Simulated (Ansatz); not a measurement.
# NiO (Fm-3m) in Ansatz: further runs

One crystal, NiO, is run at these levels: PBEsol, LDA; tasks: band structure, phonons.

Program: Ansatz 0.2.0. These are calculated values, not measurements. Logs are shortened: lines on timing, memory, paths and dates and some standing lists are left out, and cuts for length are marked.

**Experimental background.**

From “Local correlations, non-local screening, multiplets, and band formation in NiO”, 2012, arxiv:1210.6675, for a bulk crystal of NiO: band gap 4.3 eV.

How close the calculation comes is told below.

## Step 1: Starting point

Symmetry: Fm-3m, No. 225, cubic system. Conventional cell: a = 4.172 Å, b = 4.172 Å, c = 4.172 Å, α = 90.00°, β = 90.00°, γ = 90.00°. Around Ni (site symmetry m-3m) lie 6 O at 2.09 Å. O (site symmetry m-3m) has 6 Ni at 2.09 Å as nearest neighbours.

## Step 2: Band structure, PBEsol, collinear spin, ferromagnetic start

input.yaml reads:

```yaml
crystal:
  lattice:
    - [0.0, 2.0859016414, 2.0859016414]
    - [2.0859016414, 0.0, 2.0859016414]
    - [2.0859016414, 2.0859016414, 0.0]
  atoms:
    - { symbol: Ni, position: [0.0, 0.0, 0.0], spin: 1.0 }
    - { symbol: O, position: [0.5, 0.5, 0.5] }
kpoints:
  mp_grid: { grid: [11, 11, 11] }
  band_path:
    path:
      - [0.0, 0.0, 0.0]
      - [0.5, 0.0, 0.5]
      - [0.5, 0.25, 0.75]
      - [0.375, 0.375, 0.75]
      - [0.0, 0.0, 0.0]
      - [0.5, 0.5, 0.5]
      - [0.625, 0.25, 0.625]
      - [0.5, 0.25, 0.75]
    npoints: 8
scf:
  occupations: { method: fermi_dirac, width: 0.05 }
hamiltonian:
  xc: pbesol
  pseudopotentials: { kind: all_electron, lapw: { basis_error: 0.001 } }
magnetization:
  spin_polarized: true
output:
  forces: true
  stress: true
  eigenvalues: true
```

Potentials or basis: all-electron LAPW, scalar-relativistic.

The run is started by

```
ansatz run input.yaml --threads 2 --pin off --max-ram 6144MiB --backend cpu --events-out ev --progress --plain --runs-dir out
```

Log:

```text
Warning: RAYON_NUM_THREADS=2 ignored (pool sized by the plan → 2); use --threads N
LAPW: plane waves up to 9.965 Å⁻¹, error target 1.0e-3 eV per atom; small_component_spin mean_spin; O in spheres of 0.943 Å, 8 of its electrons in bands, Dirac shells []; Ni in spheres of 1.143 Å, 18 of its electrons in bands, Dirac shells [] (how accurate: hamiltonian.pseudopotentials.lapw.basis_error, Limitations)
Engine: ansatz 0.2.0, aarch64-unknown-linux-gnu
Pseudopotentials: kind: all_electron
Pseudopotential: Ni, LAPW, valence charge 18, lapw/all_electron/scalar/gaussian/Ni, Koelling and Harmon's equation, gaussian nucleus
Pseudopotential: O, LAPW, valence charge 8, lapw/all_electron/scalar/gaussian/O, Koelling and Harmon's equation, gaussian nucleus
Functional definition: PBEsol
  exchange = pbesol_x
  correlation = pbesol_c
Crystal: 2 atoms, lattice volume = 18.151 Å³
Basis set: ecut = 378.3330970283602 eV, 307 PW (Γ), exchange–correlation at level 2
Bands: 18, of which v1, the nominal top of the filled ones, is band 13 counted from 1 (12 counted from 0)
Symmetry: 48 space group operations
Space group: Fm-3m (ITA 225), of the structure as read, at distance tolerance 2.6e-5 Å
Magnetic group: BNS 225.116 (UNI 1618), of the structure as read, at distance tolerance 2.6e-5 Å
k-points: 56 of 1331
Non-local potential: Ni, projectors of the file, none
Non-local potential: O, projectors of the file, none
Initial density: superposition of atomic densities (chi_scale 0.1, normalization cell, long waves kept (reshape's long-wave potential 0.00 eV rms))
Starting moments: Σ|m| = 1 μB on 1 of 2 sites
Initial wavefunctions: plane waves of lowest kinetic energy (no species holds an atomic orbital)
Functional: x = pbesol(κ = 0.804, μ = 0.12345679012345678), c = pbesol(β = 0.046)
iter 1 solved again at ethr=3.41e-3 eV; its pass at ethr=1.00e-1 eV (dr2=8.85e-1 eV) is discarded
SCF iter   1: F=—  HF=-43388.596495 eV  |F-HF|=—  |Δ(HF+E_count)|=         —  Δρ=4.28e-2 (↑4.28e-2 ↓3.56e-2)  dr2=8.87e-1  dr2_m=5.66e-2  M=1.468 μB ∫|m|=1.468 μB  β_m=0.30  ethr=3.41e-3  ⟨swp⟩=2.0  Hψ=13218  notcnv=0
Mixer restart at iter 1: flushing history
preconditioner: auto → none  [metal: Δε(μ)=0.002 eV  Ē_g=14.568 eV  σ=0.050 eV  W_gap=0.01  n_scr=8 (ndim 8)  ℏωp=34.9 eV  f_vac=0.000  D(μ)=3.14/eV (n_scr^D=58)  sad-step TF]
SCF iter   2: F=—  HF=-43388.260766 eV  |F-HF|=—  |Δ(HF+E_count)|=   3.36e-1  Δρ=2.11e-2 (↑2.11e-2 ↓1.22e-2)  dr2=1.96e-1  dr2_m=6.13e-3  M=1.232 μB ∫|m|=1.233 μB  β_m=0.36  ethr=3.41e-3  ⟨swp⟩=2.0  Hψ=6048  notcnv=0
SCF iter   3: F=—  HF=-43388.438580 eV  |F-HF|=—  |Δ(HF+E_count)|=         —  Δρ=1.76e-2 (↑1.76e-2 ↓1.62e-2)  dr2=9.15e-2  dr2_m=2.85e-2  M=1.514 μB ∫|m|=1.514 μB  β_m=1.00  ethr=7.52e-4  ⟨swp⟩=2.0  Hψ=6041  notcnv=0
Mixer restart at iter 3: flushing history
SCF iter   4: F=—  HF=-43388.407362 eV  |F-HF|=—  |Δ(HF+E_count)|=         —  Δρ=1.84e-2 (↑8.02e-3 ↓1.84e-2)  dr2=1.06e-1  dr2_m=1.05e-2  M=1.356 μB ∫|m|=1.359 μB  β_m=0.36  ethr=1.92e-4  ⟨swp⟩=3.0  Hψ=6554  notcnv=0
Mixer restart at iter 4: flushing history
iter 5 solved again at ethr=8.65e-6 eV; its pass at ethr=1.92e-4 eV (dr2=2.25e-3 eV) is discarded
SCF iter   5: F=—  HF=-43388.389483 eV  |F-HF|=—  |Δ(HF+E_count)|=   1.79e-2  Δρ=2.46e-3 (↑2.46e-3 ↓2.13e-3)  dr2=2.25e-3  dr2_m=3.37e-4  M=1.482 μB ∫|m|=1.486 μB  β_m=0.33  ethr=8.65e-6  ⟨swp⟩=2.0  Hψ=10203  notcnv=0
SCF iter   6: F=—  HF=-43388.381913 eV  |F-HF|=—  |Δ(HF+E_count)|=         —  Δρ=2.64e-3 (↑6.37e-4 ↓2.64e-3)  dr2=9.35e-4  dr2_m=4.21e-4  M=1.449 μB ∫|m|=1.453 μB  β_m=0.45  ethr=8.65e-6  ⟨swp⟩=3.0  Hψ=5955  notcnv=0
the basis was enlarged: its passes take 2.1 MiB over the memory plan, 2 of 2 planned eigensolver slots
SCF iter   7: F=—  HF=-43388.382682 eV  |F-HF|=—  |Δ(HF+E_count)|=   7.69e-4  Δρ=8.87e-4 (↑3.64e-4 ↓8.87e-4)  dr2=6.67e-5  dr2_m=6.30e-5  M=1.461 μB ∫|m|=1.465 μB  β_m=0.55  ethr=3.59e-6  ⟨swp⟩=2.0  Hψ=5542  notcnv=0
SCF iter   8: F=—  HF=-43388.382831 eV  |F-HF|=—  |Δ(HF+E_count)|=   1.49e-4  Δρ=3.66e-4 (↑3.66e-4 ↓3.63e-4)  dr2=6.12e-6  dr2_m=2.06e-5  M=1.469 μB ∫|m|=1.473 μB  β_m=0.77  ethr=2.57e-7  ⟨swp⟩=2.5  Hψ=5689  notcnv=0
SCF iter   9: F=—  HF=-43388.382822 eV  |F-HF|=—  |Δ(HF+E_count)|=   8.03e-6  Δρ=9.82e-5 (↑9.74e-5 ↓9.82e-5)  dr2=1.99e-7  dr2_m=1.54e-6  M=1.472 μB ∫|m|=1.477 μB  β_m=0.89  ethr=2.35e-8  ⟨swp⟩=2.8  Hψ=5724  notcnv=0
SCF iter  10: F=—  HF=-43388.382824 eV  |F-HF|=—  |Δ(HF+E_count)|=   1.17e-6  Δρ=4.07e-5 (↑3.83e-5 ↓4.07e-5)  dr2=7.78e-8  dr2_m=2.41e-7  M=1.474 μB ∫|m|=1.479 μB  β_m=0.94  ethr=7.64e-10  ⟨swp⟩=3.0  Hψ=6118  notcnv=0
SCF iter  11: F=—  HF=-43388.382824 eV  |F-HF|=—  |Δ(HF+E_count)|=   2.63e-7  Δρ=5.46e-6 (↑2.85e-6 ↓5.46e-6)  dr2=2.78e-9  dr2_m=2.56e-9  M=1.476 μB ∫|m|=1.481 μB  β_m=0.91  ethr=2.99e-10  ⟨swp⟩=3.0  Hψ=5964  notcnv=0
SCF iter  12: F=-43388.382824 eV  HF=-43388.382824 eV  |F-HF|=1.60e-10  |Δ(HF+E_count)|=   9.13e-9  Δρ=1.02e-6 (↑7.08e-7 ↓1.02e-6)  dr2=9.97e-11  dr2_m=1.05e-10  M=1.476 μB ∫|m|=1.481 μB  ethr=1.07e-11  ⟨swp⟩=3.0  Hψ=5904  notcnv=0
SCF 1 converged in 12 iterations: F = -43388.382824 eV  dr2 = 9.97e-11
NSCF: frozen V_eff on 57 k-points
SCF converged after 12 iterations
Magnetization: 1.4759 μB (13.7379 up, 12.2621 down)
Absolute magnetization: 1.4809 μB (∫|ρ↑−ρ↓|)
Spin contamination: 0.0079 ħ² per cell (⟨S²⟩ above its minimum at these occupations)
Per-site moments (μB) at R_I (Å): [(1.2384983281924828, 1.1430071613343327), (0.22674540150142075, 0.942894448983311)]
Free energy (F): -43388.382824 eV
Harris-Foulkes:  -43388.382824 eV  (|F-HF|=1.60e-10)
Internal energy: -43388.369755 eV  (E = F + TS)
E sigma→0 (E₀):  -43388.376290 eV
Entropy (-TS):   -0.013069 eV (-6.534 meV/atom)
Fermi energy:    14.500525 eV
--- Per-component energies (eV) ---
  E_band       = -1304.504710
  E_kinetic    = 44039.191844
  E_xc         = -1920.596173
  E_electrostatic = -85506.965426  (all electrons and nuclei)
  E_smearing   = -0.013069  (= −TS)
  E_closure    = 0.000000  (closes the sum)
  E_atoms      = -43374.365027  (free atoms, spherical and without spin; not in F)
  Σ components = -43388.382824   (vs F -43388.382824, Δ=0.00e0)
  Basis errors (estimates in eV, not in F): energy 3.6e-4 per atom: plane waves 3.2e-4 (1.8e-4 summed), levels above the bands 7.5e-143, relativity 3.4e-8, radial functions 4.1e-5, core shells 3.1e-9; eigenvalues (radial functions only) 8.8e-7; not estimated: angular momenta, meshes, grids; target (lapw.basis_error) 1.0e-3; muffin-tin radii O 0.943 Å, Ni 1.143 Å
--- Forces (eV/Å), atoms counted from 1 ---
  atom   1  Ni     0.00000000    -0.00000000     0.00000000
  atom   2  O      0.00000000    -0.00000000     0.00000000
  max |Σ_I F_I| component: 5.54e-30 eV/Å
--- Stress (GPa, compression-positive) ---
       -6.841713       0.000000      -0.000000
        0.000000      -6.841713       0.000000
       -0.000000       0.000000      -6.841713
  P = ⅓ Tr σ = -6.8417 GPa (-68.417 kbar)
--- Band table (eV; the first three rows and the last of 112) ---
  k-point 0 ↑: bands = ["-490.7782", "-89.3321", "-49.8594", "-49.8594", "-49.8594", "-5.9841", "11.3263", "11.3263", "11.3263", "11.6312", "11.6312", "11.9837", "11.9837", "11.9837", "15.8789", "31.9928", "33.1803", "33.1803"]
  k-point 1 ↑: bands = ["-490.7782", "-89.3319", "-49.8620", "-49.8598", "-49.8598", "-5.8883", "10.5366", "10.6171", "10.6171", "11.9871", "11.9871", "12.2272", "12.4293", "12.4293", "16.4595", "30.2218", "32.8800", "32.8800"]
  k-point 2 ↑: bands = ["-490.7782", "-89.3312", "-49.8688", "-49.8607", "-49.8607", "-5.6201", "9.1863", "9.8606", "9.8606", "12.1580", "12.1580", "12.4631", "13.2684", "13.2684", "17.6693", "27.9524", "31.7290", "31.7290"]
  k-point 55 ↓: bands = ["-490.5705", "-87.8112", "-48.4022", "-48.4005", "-48.3912", "-3.9945", "8.3648", "8.4164", "9.2445", "13.3557", "13.5734", "13.8911", "14.5775", "15.3136", "23.2895", "25.0185", "25.1767", "28.4256"]
```

It took 19 s on 2 threads of Arm Neoverse V1, shared host; peak memory 0.43 GiB.

What came out:

| Property | Result |
| --- | --- |
| Free energy | -43388.3828 eV |
| Pressure | -6.8 GPa |
| Band gap along the path | none (metal or under the smearing width) |
| Net moment | 1.48 μB per cell |
| Absolute moment | 1.48 μB per cell |
| Site moments | Ni +1.24; O +0.23 μB |

Levels at the corners of the path, in eV from the Fermi level:
Spin up:
```csv
point,band 12,band 13,band 14,band 15,band 16,band 17
Γ,-2.52,-2.52,-2.52,1.38,17.49,18.68
X,-1.94,-1.46,-1.46,5.99,10.34,12.04
W,-1.78,-1.46,-1.06,8.34,10.45,10.45
K,-1.59,-1.37,-1.00,7.64,10.11,10.28
Γ,-2.52,-2.52,-2.52,1.38,17.49,18.68
L,-1.28,0.42,0.42,5.35,9.82,13.81
U,-1.59,-1.37,-1.00,7.64,10.11,10.28
W,-1.78,-1.46,-1.06,8.34,10.45,10.45
```
Spin down:
| point | band 10 | band 11 | band 12 | band 13 | band 14 | band 15 |
| --- | --- | --- | --- | --- | --- | --- |
| Γ | -1.77 | -1.77 | -1.77 | -0.84 | -0.84 | 1.68 |
| X | -2.80 | -0.62 | -0.62 | -0.41 | 0.15 | 6.37 |
| W | -1.02 | -1.02 | -0.62 | 0.01 | 0.76 | 8.80 |
| K | -1.62 | -0.76 | -0.56 | 0.28 | 0.78 | 8.02 |
| Γ | -1.77 | -1.77 | -1.77 | -0.84 | -0.84 | 1.68 |
| L | -0.86 | -0.86 | -0.49 | 2.01 | 2.01 | 5.51 |
| U | -1.62 | -0.76 | -0.56 | 0.28 | 0.78 | 8.02 |
| W | -1.02 | -1.02 | -0.62 | 0.01 | 0.76 | 8.80 |

Caveat: a cell with one magnetic atom can't hold antiferromagnetic order, which such compounds often take; semilocal functionals often make such compounds metallic where correlation or magnetic order opens a gap, which also shifts bond lengths.

(Continued in part 2 of 2.)
